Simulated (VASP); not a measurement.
# TiS2 in VASP: a series of runs, part 2 of 2

VASP 6.6.1. Earlier steps stand in the parts before.

## (4) Work function, HSE06

File POSCAR:

```
TiS2                                    
1.0
    3.3367441818      0.0000000000      0.0000000000
   -1.6683720909      2.8897052246      0.0000000000
    0.0000000000      0.0000000000     18.8600000000
  S               Ti            
     2     1
Direct
     0.3333330000000032    0.6666669999999968    0.4243324054752753
     0.6666669999999968    0.3333330000000032    0.5756675945247247
     0.0000000000000000    0.0000000000000000    0.5000000000000000
```

File INCAR.step1:

```
  ALGO = Normal
  DIPOL = 0.5 0.5 0.500
  EDIFF = 1E-5
  ENCUT = 520
  GGA = PE
  IDIPOL = 3
  ISIF = 2
  ISMEAR = 0
  KPAR = 4
  LASPH = True
  LDIPOL = True
  LREAL = False
  LWAVE = True
  NELM = 100
  PREC = Accurate
  SIGMA = 0.08
```

File INCAR.step2:

```
  ALGO = Normal
  DIPOL = 0.5 0.5 0.500
  EDIFF = 1E-6
  ENCUT = 520
  GGA = PE
  HFSCREEN = 0.2
  IDIPOL = 3
  ISIF = 2
  ISMEAR = 0
  ISTART = 1
  KPAR = 4
  LASPH = True
  LCHARG = True
  LDIPOL = True
  LHFCALC = True
  LREAL = False
  LVACPOTAV = True
  LVHAR = True
  LWAVE = False
  NELM = 100
  PREC = Accurate
  PRECFOCK = Fast
  SIGMA = 0.08
```

File KPOINTS:

```
k-points
0
Gamma
  6 6 1
```

Potentials or basis: VASP PAW PBE potentials, release 64 (S, Ti_sv).

Launch:

```bash
> cat potpaw_PBE.64/S/POTCAR potpaw_PBE.64/Ti_sv/POTCAR > POTCAR
> cp INCAR.step1 INCAR
> mpirun -np 4 vasp_std > vasp.out
> cp INCAR.step2 INCAR
> mpirun -np 4 vasp_std > vasp.out
```

OUTCAR:

```text
EDIFF = 1E-6
   ENCUT = 520
   GGA = PE
   HFSCREEN = 0.2
   ISIF = 2
   ISMEAR = 0
   ISTART = 1
   LASPH = True
   LHFCALC = True
   LREAL = False
   NELM = 100
   PREC = Accurate
   PRECFOCK = Fast

 ion  position               nearest neighbor table
   1  0.333  0.667  0.424-   3 2.40   3 2.40   3 2.40
   2  0.667  0.333  0.576-   3 2.40   3 2.40   3 2.40
   3  0.000  0.000  0.500-   1 2.40   2 2.40   1 2.40   2 2.40   2 2.40   1 2.40

  LATTYP: Found a hexagonal cell.
 ALAT       =     3.3367441818
 C/A-ratio  =     5.6522163440

  Lattice vectors:

 A1 = (   3.3367441818,   0.0000000000,   0.0000000000)
 A2 = (  -1.6683720909,   2.8897052246,   0.0000000000)
 A3 = (   0.0000000000,   0.0000000000,  18.8600000000)

Analysis of symmetry for initial positions (statically):
=====================================================================
 Subroutine PRICEL returns:
 Original cell was already a primitive cell.

 Routine SETGRP: Setting up the symmetry group for a
 hexagonal supercell.

 Subroutine GETGRP returns: Found 12 space group operations
 (whereof 12 operations were pure point group operations)
 out of a pool of 24 trial point group operations.

The static configuration has the point symmetry D_3d.

Analysis of symmetry for dynamics (positions and initial velocities):
=====================================================================
 Subroutine PRICEL returns:
 Original cell was already a primitive cell.

 Routine SETGRP: Setting up the symmetry group for a
 hexagonal supercell.

 Subroutine GETGRP returns: Found 12 space group operations
 (whereof 12 operations were pure point group operations)
 out of a pool of 24 trial point group operations.

The dynamic configuration has the point symmetry D_3d.

 Subroutine INISYM returns: Found 12 space group operations
 (whereof 12 operations are pure point group operations),
 and found     1 'primitive' translations

----------------------------------------------------------------------------------------

                                     Primitive cell

  volume of cell :     181.8520

  direct lattice vectors                    reciprocal lattice vectors
     3.336744182  0.000000000  0.000000000     0.299693337  0.173028029  0.000000000
    -1.668372091  2.889705225  0.000000000     0.000000000  0.346056058  0.000000000
     0.000000000  0.000000000 18.860000000     0.000000000  0.000000000  0.053022269

  length of vectors
     3.336744182  3.336744179 18.860000000     0.346056058  0.346056058  0.053022269

  position of ions in fractional coordinates (direct lattice)
     0.333333000  0.666667000  0.424332405
     0.666667000  0.333333000  0.575667595
     0.000000000  0.000000000  0.500000000

  ion indices of the primitive-cell ions
   primitive index   ion index
                 1           1
                 2           2
[... 32 lines left out ...]
  0.333333  0.000000  0.000000      6.000000
  0.500000  0.000000  0.000000      3.000000
  0.166667  0.166667  0.000000      6.000000
  0.333333  0.166667  0.000000     12.000000
  0.333333  0.333333  0.000000      2.000000
   k-points           NKPTS =      7   k-points in BZ     NKDIM =     36   number of bands    NBANDS=     16
   number of dos      NEDOS =    301   number of ions     NIONS =      3
   total plane-waves  NPLWV = 109760
   dimension x,y,z NGX =    28 NGY =   28 NGZ =  140
   dimension x,y,z NGXF=    56 NGYF=   56 NGZF=  280
   ions per type =               2   1
   NGX,Y,Z   is equivalent  to a cutoff of  13.95, 13.95, 12.34 a.u.
   NGXF,Y,Z  is equivalent  to a cutoff of  27.90, 27.90, 24.68 a.u.
 SYSTEM =  unknown system
   PREC   = accura    normal or accurate (medium, high low for compatibility)
   ISTART =      1    job   : 0-new  1-cont  2-samecut
   ICHARG =      0    charge: 1-file 2-atom 10-const
   ISPIN  =      1    spin polarized calculation?
   LNONCOLLINEAR =      F non collinear calculations
   LSORBIT =      F    spin-orbit coupling
   LASPH  =      T    aspherical Exc in radial PAW
   ENCUT  =  520.0 eV  38.22 Ry    6.18 a.u.   6.20  6.20 35.07*2*pi/ulx,y,z
   NELM   =    100;   NELMIN=  2; NELMDL=  0     # of ELM steps
   EDIFF  = 0.1E-05   stopping-criterion for ELM
   LREAL  =      F    real-space projection
   EDIFFG = 0.1E-04   stopping-criterion for IOM
   NSW    =      0    number of steps for IOM
   IBRION =     -1    ionic relax: 0-MD 1-quasi-New 2-CG
   NFREE  =      0    steps in history (QN), initial steepest desc. (CG)
   ISIF   =      2    stress and relaxation
   ISYM   =      3    0-nonsym 1-usesym 2-fastsym
   POTIM  = 0.5000    time-step for ionic-motion
   TEBEG  =    0.0;   TEEND  =   0.0 temperature during run
   PSTRESS=    0.0 pullay stress
   NELECT =      24.0000    total number of electrons
   NUPDOWN=      -1.0000    fix difference up-down
   EMIN   =  10.00;   EMAX   =-10.00  energy-range for DOS
   EFERMI =   0.00;   METHOD = LEGACY
   ISMEAR =     0;   SIGMA  =   0.08  broadening in eV -4-tet -1-fermi 0-gaus
   EFERMI_NEDOS =   21; number of points for ismear=-14 and -15
   IALGO  =     38    algorithm
   IMIX   =      1    mixing-type and parameters
     AMIX     =   0.40;   BMIX     =  1.00
     AMIX_MAG =   1.60;   BMIX_MAG =  1.00
  volume/ion in A,a.u.               =      60.62       409.07
  Fermi-wavevector in a.u.,A,eV,Ry     =   0.833500  1.575088  9.452281  0.694723
  Thomas-Fermi vector in A             =   1.946735
   LORBIT       =      0    0 simple, 1 ext, 2 COOP (PROOUT), +10 PAW based schemes
   GGA     = PE    functional components
   LHFCALC =     T    Hartree Fock is set to
   PRECFOCK=fast      Normal, Fast or Accurate (Low or Medium for compatibility)
   ENCUT4O =  -1.0   cutoff for four orbital integrals eV
   NKREDX  =     1    reduce k-point grid by
   NKREDY  =     1    reduce k-point grid by
   NKREDZ  =     1    reduce k-point grid by
   AEXX    =    0.2500 exact exchange contribution
   HFSCREEN=    0.2000 screening length (either q_TF or 0.3 A-1)
   HFSCREENC=   0.2000 screening length for correlation (either q_TF or 0.3 A-1)
   ENCUTFOCK=  -1.0 apply spherical cutoff to Coloumb kernel
   IVDW    =     0    specifies the selected vdW correction
   LEPSILON=     F    determine dielectric tensor
   LRPA    =     F    only Hartree local field effects (RPA)
 non-spin polarized calculation
 Gauss-broadening in eV      SIGMA  =   0.08
  energy-cutoff  :      520.00
  volume of cell :      181.85
 maximum number of plane-waves:      4919
 NGX is ok and might be reduce to    28
  NGX = 14; NGY = 14; NGZ = 80

 number of electron      24.0000003 magnetization

 dipolmoment           0.000000      0.000000      0.000000 electrons x Angstroem

 Free energy of the ion-electron system (eV)
  ---------------------------------------------------
  ext. energy  EPLUGINS =         0.00000000
  ---------------------------------------------------
  free energy    TOTEN  =       -24.27572164 eV

  energy without entropy =      -24.27572113  energy(sigma->0) =      -24.27572139

 E-fermi :  -2.2108     XC(G=0):  -3.0046

 val. band max:       -2.4534686280   @ k =   0.0000   0.0000   0.0000
 cond. band min:      -1.9630072333   @ k =   0.5000   0.0000   0.0000
 fundamental gap:      0.4904613947
 Fermi energy:        -2.2107623341

 k-point     1 :       0.0000    0.0000    0.0000
  band No.  band energies     occupation
      1     -65.1225      2.00000
      2     -39.7122      2.00000
      3     -39.6285      2.00000
      4     -39.6285      2.00000
      5     -17.9670      2.00000
      6     -16.5457      2.00000
[... 110 lines left out ...]
      3     -39.7568      2.00000
      4     -39.6742      2.00000
      5     -15.8736      2.00000
      6     -15.8736      2.00000
[... 8 lines left out ...]
     15       0.0955      0.00000
     16       1.5290      0.00000

------------------------ aborting loop because EDIFF is reached ----------------------------------------

  FORCE on cell =-STRESS in cart. coord.  units (eV):
  Direction    XX          YY          ZZ          XY          YZ          ZX
  --------------------------------------------------------------------------------------
  -------------------------------------------------------------------------------------
  Total        1.5401569      1.5401569     -0.2003424      0.0000000      0.0000000      0.0000000
  in kB       13.5692989     13.5692989     -1.7650839      0.0000000      0.0000000      0.0000000
  external PRESSURE =       8.4578380 kB  Pullay stress =       0.0000000 kB

 VOLUME and BASIS-vectors are now :
 -----------------------------------------------------------------------------
  energy-cutoff  :      520.00
  volume of cell :      181.85
      direct lattice vectors                 reciprocal lattice vectors
     3.336744182  0.000000000  0.000000000     0.299693337  0.173028029  0.000000000
    -1.668372091  2.889705225  0.000000000     0.000000000  0.346056058  0.000000000
     0.000000000  0.000000000 18.860000000     0.000000000  0.000000000  0.053022269

 POSITION                                       TOTAL-FORCE (eV/Angst)
 -----------------------------------------------------------------------------------
     -0.00000      1.92647      8.00291        -0.000000      0.000000      0.054125
      1.66837      0.96323     10.85709        -0.000000      0.000000     -0.054125
      0.00000      0.00000      9.43000         0.000000      0.000000      0.000000
 -----------------------------------------------------------------------------------
    total drift:                               -0.000000      0.000000      0.000004

  FREE ENERGIE OF THE ION-ELECTRON SYSTEM (eV)
  ---------------------------------------------------
  free  energy   TOTEN  =       -24.2757216422 eV

  energy  without entropy=      -24.2757211329  energy(sigma->0) =      -24.27572139

 vacuum level on the upper side and lower side of the slab         3.529         3.529
```

Run time: 2.1 min. Hardware: 4 MPI ranks of Intel Xeon Platinum 8559C (Emerald Rapids), shared host; peak memory 0.41 GiB.

Results:

```yaml
Free_energy: -24.2757 eV
Largest_force: 0.054 eV/Å
Band_gap_on_the_k_mesh: 0.49 eV, indirect (least direct gap 1.06 eV)
Ionisation_potential_of_the_upper_face: 5.98 eV
```

Forces on the atoms (eV/Å):
```
S    0.000  0.000  0.054
S    0.000  0.000 -0.054
Ti   0.000  0.000  0.000
```

Levels at points of the mesh, in eV from the valence-band top:
```tsv
k point	band 10	band 11	band 12	band 13	band 14	band 15
(0.00, 0.00, 0.00)	-1.94	0.00	0.00	1.06	1.06	1.80
(0.50, 0.00, 0.00)	-3.42	-2.52	-1.72	0.49	2.47	3.03
```

Caveat: the PAW data sets were made with another functional, which shifts forces and pressure a little.

## (5) The runs side by side

```csv
level,spin,k mesh,grid for exact exchange (PRECFOCK),screening parameter,gap on the mesh (eV),largest force (eV/Å),work function (eV)
PBEsol,off,12 × 12 × 1,-,-,none,0.04,5.76
PBEsol,"non-collinear, zero start, SOC",12 × 12 × 1,-,-,-,0.04,5.76
HSE06,off,6 × 6 × 1,Fast,0.2 1/A,0.49,0.05,-
```

Alike in all rows: task work function; potentials or basis VASP PAW PBE potentials, release 64 (S, Ti_sv); cell as given; cutoff (eV) 520; smearing gaussian 0.08 eV.

Caveats: the PAW data sets were made with another functional, which shifts forces and pressure a little.

Total energies depend on the potentials used, so only differences within one code and one set of settings carry meaning.
